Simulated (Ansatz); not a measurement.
**Structure relaxation of B3N2**

All numbers below come from Ansatz 0.2.0, DFT PBE, scalar-relativistic, plane waves, PAW. Cutoff 420 eV, Γ-centred k mesh, Gaussian smearing, no spin polarisation in the final step.

The start puts B3N2 on the sites of a reported Th3Ga2 cell (P4/mbm, No. 127), with N in place of Ga, B in place of Th, at a guessed volume.

```yaml
crystal:
  lattice:
    - [5.14201, 0.00000, 0.00000]
    - [0.00000, 5.14201, 0.00000]
    - [0.00000, 0.00000, 2.71498]
  atoms:
    - { symbol: B, position: [0.00000, 0.00000, 0.00000] }
    - { symbol: B, position: [0.50000, 0.50000, 0.00000] }
    - { symbol: B, position: [0.17680, 0.67680, 0.50000] }
    - { symbol: B, position: [0.32320, 0.17680, 0.50000] }
    - { symbol: B, position: [0.82320, 0.32320, 0.50000] }
    - { symbol: B, position: [0.67680, 0.82320, 0.50000] }
    - { symbol: N, position: [0.38270, 0.88270, 0.00000] }
    - { symbol: N, position: [0.11730, 0.38270, 0.00000] }
    - { symbol: N, position: [0.61730, 0.11730, 0.00000] }
    - { symbol: N, position: [0.88270, 0.61730, 0.00000] }
```

Cell and atoms relax at zero pressure; the relaxation can't lower the symmetry of the start. After a coarse first stage the cell is made exact in the group found at 0.06 Å.

Energies over the elements count from the elements' standard structures at the same level (N₂ as a molecule), with no empirical corrections.

**Question.** What does it relax into?

**Answer.** It ends in P4/mmm (No. 123). Conventional cell: a = 5.494 Å, c = 2.625 Å. Around B on Wyckoff site a (1 atom of the primitive cell) lie 2 B at 2.62 Å, 4 N at 2.75 Å and 8 B at 3.04 Å; B on Wyckoff site e (2 atoms of the primitive cell) has 2 N at 1.31 Å; around N lie 2 B at 1.31 Å.

Space group P4/mmm (No. 123). a = 5.494 Å, b = 5.494 Å, c = 2.625 Å, α = 90.00°, β = 90.00°, γ = 90.00°
| atom | site | symmetry | x | y | z |
| --- | --- | --- | --- | --- | --- |
| B | 1a | 4/mmm | 0.0000 | 0.0000 | 0.0000 |
| B | 2e | mmm. | 0.5000 | 0.0000 | 0.5000 |
| N | 2f | mmm. | 0.5000 | 0.0000 | 0.0000 |

**Question.** What are its volume, energy, density and gap?

**Answer.** The volume per atom is 15.8 Å³, the density is 1.3 g/cm³ and the energy over the elements is 0.63 eV/atom. The gap on the 6×6×14 mesh is 0 eV (a metal).

The final run used a 6×6×14 mesh on its 10-atom cell and 0.10 eV smearing. The k mesh leaves about 4 meV/atom of noise in metals. Weakly bound directions are ill-defined at this level, which has no dispersion term. Symmetry constrained the relaxation, so the result can be a saddle point. The steps took about 8 core-minutes in all.